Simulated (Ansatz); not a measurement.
# NaI: the cost of one run

Program: Ansatz 0.2.0. Level of theory: reference: DFT, HSE06, plane waves, PAW. These are calculated values, not measurements.

4 further runs of the same task are left out: 4 that didn't finish.

### 1 The starting structure

Symmetry: Fm-3m, No. 225, cubic system. The conventional cell has a = 6.459 Å, b = 6.459 Å, c = 6.459 Å, α = 90.00°, β = 90.00°, γ = 90.00°. Na (site symmetry m-3m) is surrounded by 6 I at 3.23 Å. I (site symmetry m-3m) has 6 Na at 3.23 Å as nearest neighbours.

Coordinates:

```cif
data_structure
_symmetry_space_group_name_H-M 'Fm-3m'
_symmetry_Int_Tables_number 225
_cell_length_a 6.4593
_cell_length_b 6.4593
_cell_length_c 6.4593
_cell_angle_alpha 90.000
_cell_angle_beta 90.000
_cell_angle_gamma 90.000
_cell_volume 269.49
loop_
_atom_site_label
_atom_site_type_symbol
_atom_site_symmetry_multiplicity
_atom_site_Wyckoff_symbol
_atom_site_fract_x
_atom_site_fract_y
_atom_site_fract_z
_atom_site_occupancy
Na1 Na 4 a 0.00000 0.00000 0.00000 1
I1 I 4 b 0.50000 0.00000 0.00000 1
```

### 2 Baseline

File input.yaml:

```yaml
crystal:
  lattice:
    - [0.0, 3.2296282834, 3.2296282834]
    - [3.2296282834, 0.0, 3.2296282834]
    - [3.2296282834, 3.2296282834, 0.0]
  atoms:
    - { symbol: Na, position: [0.0, 0.0, 0.0] }
    - { symbol: I, position: [0.5, 0.5, 0.5] }
kpoints:
  mp_grid: { grid: [4, 4, 4] }
hamiltonian:
  xc: hse06
scf:
  occupations: { method: fixed }
  n_extra_bands: 4
output:
  forces: true
  stress: true
  eigenvalues: true
  write_density: true
  write_potential: true
  elf: true
  volumetric_format: npy
```

Started as:

```console
> ansatz run input.yaml --threads 4 --pin off --max-ram 3686MiB --backend cpu --events-out ev --progress --plain --runs-dir out
```

Q: Estimate wall time and peak memory on 4 threads of an Arm CPU, shared host.

About 8.9 s, with a peak of 0.77 GiB.
